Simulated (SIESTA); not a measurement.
Crystal: Ge.

```xyz
4
Lattice="3.9976 0.0000 0.0000 -1.9988 3.4620 0.0000 0.0000 0.0000 6.5994" Properties=species:S:1:pos:R:3 pbc="T T T"
Ge    0.0000    2.3080    6.1843
Ge    1.9988    1.1540    2.8846
Ge    0.0000    2.3080    3.7148
Ge    1.9988    1.1540    0.4151
```

This isn't the form of Ge at room conditions, which is diamond.

Base run:

| Item | Value |
| --- | --- |
| Program | SIESTA 5.4.2 |
| Functional | vdW-DF-cx |
| Potentials or basis | PseudoDojo 0.4 standard (PBE files) |
| Basis | DZP (energy shift 0.003 Ry; two zetas on semicore shells) |
| Grid cutoff | 800 Ry |
| Energy shift | 0.003 Ry |
| k mesh | 8 × 8 × 4 |
| Occupations | fermi-dirac, width 0.05 eV |
| Spin | no spin polarisation |

Its results: pressure 2.6 GPa; largest force 0.027 eV/Å.

Problem. After a change of settings the same cell gave: pressure 7.3 GPa; largest force 0.047 eV/Å. Which change was it?
A. functional from vdW-DF-cx to AM05; potentials or basis from PseudoDojo 0.4 standard (PBE files) to PseudoDojo 0.4 standard (PBEsol files)
B. functional from vdW-DF-cx to PBEsol; potentials or basis from PseudoDojo 0.4 standard (PBE files) to PseudoDojo 0.4 standard (PBEsol files)
C. functional from vdW-DF-cx to BLYP

Solution. C.

Caveats: the potentials were made for another functional, which shifts forces and pressure; the basis of atomic orbitals isn't converged, which shifts pressures, moduli and gaps.
